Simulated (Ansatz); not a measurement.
Elastic constants of GaAs: input and output

Theory: DFT HSE06, scalar-relativistic, plane waves, PAW in Ansatz.

Launched with:
```bash
ansatz run input.yaml --threads 4 --pin off --max-ram 12288MiB --backend cpu --events-out ev --progress --plain --runs-dir out
```

Input (bare energies are in eV):
```yaml
crystal:
  lattice:
    - [0.0, 2.6625, 2.6625]
    - [2.6625, 0.0, 2.6625]
    - [2.6625, 2.6625, 0.0]
  atoms:
    - { symbol: Ga, position: [0.0, 0.0, 0.0] }
    - { symbol: As, position: [0.5, 0.5, 0.5] }
basis:
  ecutwfc: 420
kpoints:
  mp_grid: { grid: [10, 10, 10] }
hamiltonian:
  xc: hse06
scf:
  occupations: { method: fermi_dirac, width: 0.15 }
output:
  forces: true
  stress: true
  eigenvalues: true
elastic:
  mode: relaxed_ion
  amplitude: 0.005
```

From the output:
```
--- Elastic constants: 2 strain directions × 4 members + reference (group order 48) ---
  dense FFT box of the reference and of every strained cell: 27×27×27
  strains applied: 11, 23; error gains: componentwise 1.00 (the most a stress slope's error grows in a printed constant), spectral 1.73 (1 for all six strains in a standard setting)
  C = ∂σ_k/∂η_j (tension-positive GPa; Voigt order 11 22 33 23 13 12):
       169.626     41.145     41.145     -0.000      0.000      0.000
        41.145    169.626     41.145     -0.000     -0.000      0.000
        41.145     41.145    169.626      0.000      0.000     -0.000
        -0.000      0.000      0.000     19.270      0.000      0.000
         0.000     -0.000     -0.000      0.000     19.270     -0.000
        -0.000      0.000      0.000     -0.000     -0.000     19.270
  reference stress σ⁰ (GPa):     -0.223     -0.223     -0.223     -0.000     -0.000      0.000
  C* (energy form; C + prestress term) asymmetry max|C*_kj − C*_jk| = 7.105e-15 GPa — a small one proves nothing (zero by symmetry where the batch's group is 432, −43m or m−3m); a large one is finite-difference/SCF noise where every solve ...
  moduli (Voigt/Reuss/Hill, GPa): K = 83.97/83.97/83.97   G = 37.26/26.76/32.01   E = 85.21   ν = 0.331
  mechanically stable: yes (min eigenvalue of sym C = 19.27 GPa)
  strain η (Voigt 11):  stress-route row diagonal C_11 = 169.63 GPa, energy-path curvature d²(F+E_count+ΔE)/dδ²/Ω₀ = 169.70 GPa
    cells at ±δ against ±2δ: C11 169.68 and 169.82 GPa, apart by 0.09 % of the column's largest entry
         δ    σ_11 (GPa) F (eV) n_scf n_hpsi n_pw
    -1.000e-2      -2.0263       -8640.7744539      32  172454    744   relax 0 steps, max|allowed force component| 9.86e-32 eV/Å
    -5.000e-3      -1.0975       -8640.7762891      34  180410    750   relax 0 steps, max|allowed force component| 6.90e-30 eV/Å
     5.000e-3       0.5992       -8640.7768329      36  185899    754   relax 0 steps, max|allowed force component| 2.47e-29 eV/Å
     1.000e-2       1.3702       -8640.7756743      34  180245    755   relax 0 steps, max|allowed force component| 6.25e-29 eV/Å
  strain η (Voigt 23):  stress-route row diagonal C_44 = 19.27 GPa, energy-path curvature d²(F+E_count+ΔE)/dδ²/Ω₀ = 19.53 GPa
    cells at ±δ against ±2δ: C44 19.36 and 19.63 GPa, apart by 1.39 % of the column's largest entry
         δ    σ_23 (GPa) F (eV) n_scf n_hpsi n_pw
    -1.000e-2      -0.1963       -8640.7768328      36  311178    752   relax 0 steps, max|allowed force component| 7.26e-29 eV/Å
    -5.000e-3      -0.0968       -8640.7770005      36  313839    754   relax 0 steps, max|allowed force component| 3.67e-29 eV/Å
     5.000e-3       0.0968       -8640.7770005      35  307925    754   relax 0 steps, max|allowed force component| 2.65e-29 eV/Å
     1.000e-2       0.1963       -8640.7768328      36  311133    752   relax 0 steps, max|allowed force component| 1.74e-29 eV/Å
```

It took 14 min on 4 threads of Arm Neoverse V1 (shared host), peak memory 5.7 GiB.

The cell is the ideal cubic rocksalt prototype; this isn't the usual structure of the compound. In a metal, frequencies and elastic constants depend on the k mesh and the smearing, soft modes and shear constants most.

The least eigenvalue is 19.3 GPa; in a metal on this mesh the verdict on stability isn't firm within about 20 GPa or a tenth of the bulk modulus.